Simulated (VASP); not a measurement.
Wanted: the native input for a VASP 6.6.1 run.

```yaml
Task: relaxation of cell and atoms
Functional: r2SCAN
Potentials_or_basis: VASP PAW PBE potentials, release 64 (Cd, S)
Cutoff: 600 eV
k_mesh: 12 × 12 × 12
Occupations: gaussian, width 0.1 eV
Spin: no spin polarisation
Further_INCAR_settings: ALGO = Normal; EDIFF = 1e-07; IBRION = 2; EDIFFG = -0.005; NSW = 90; ISIF = 3
```

The structure of CdS lies in POSCAR:

```
CdS
1.0
    0.0000000000      2.7532440000      2.7532440000
    2.7532440000      0.0000000000      2.7532440000
    2.7532440000      2.7532440000      0.0000000000
Cd S
1 1
Direct
    0.0000000000      0.0000000000      0.0000000000
    0.5000000000      0.5000000000      0.5000000000
```

Measurements of this composition are mostly on another form, of space group No. 186.

One way to write it, as run:

INCAR

```
SYSTEM = CdS
ALGO = Normal ; EDIFF = 1E-7
EDIFFG = -0.005 ; ENCUT = 600
IBRION = 2 ; ISIF = 3
ISMEAR = 0 ; LASPH = .True.
LCHARG = .False. ; LMIXTAU = .True.
LREAL = .False. ; LWAVE = .False.
METAGGA = R2SCAN ; NELM = 100
NSW = 90 ; PREC = Accurate
SIGMA = 0.1
```

KPOINTS

```
k-points
0
Gamma
  12 12 12
  0 0 0
```

Potentials or basis: VASP PAW PBE potentials, release 64 (Cd, S).

The run is started by

```bash
$ cat potpaw_PBE.64/Cd/POTCAR potpaw_PBE.64/S/POTCAR > POTCAR
$ mpirun -np 1 vasp_std > vasp.out
```

Results of the run:

```
Relaxed volume                         : 20.38 Å³/atom
Relaxed cell                           : a = 3.863 Å, b = 3.863 Å, c = 3.863 Å, α = 60.00°, β = 60.00°, γ = 60.00°
Space group after relaxing (to 0.05 Å) : Fm-3m (No. 225)
Energy gained by relaxing              : 2.9 meV/atom
Ionic steps                            : 3
Pressure after relaxing                : 0.0 GPa
Band gap on the k mesh                 : 0.73 eV, indirect (least direct gap 2.32 eV)
```

Caveat: the PAW data sets were made with another functional, which shifts forces and pressure a little.

It took 4.3 min on 1 thread of Intel(R) Xeon(R) Platinum 8488C (Sapphire Rapids) (shared host), peak memory 0.22 GiB.
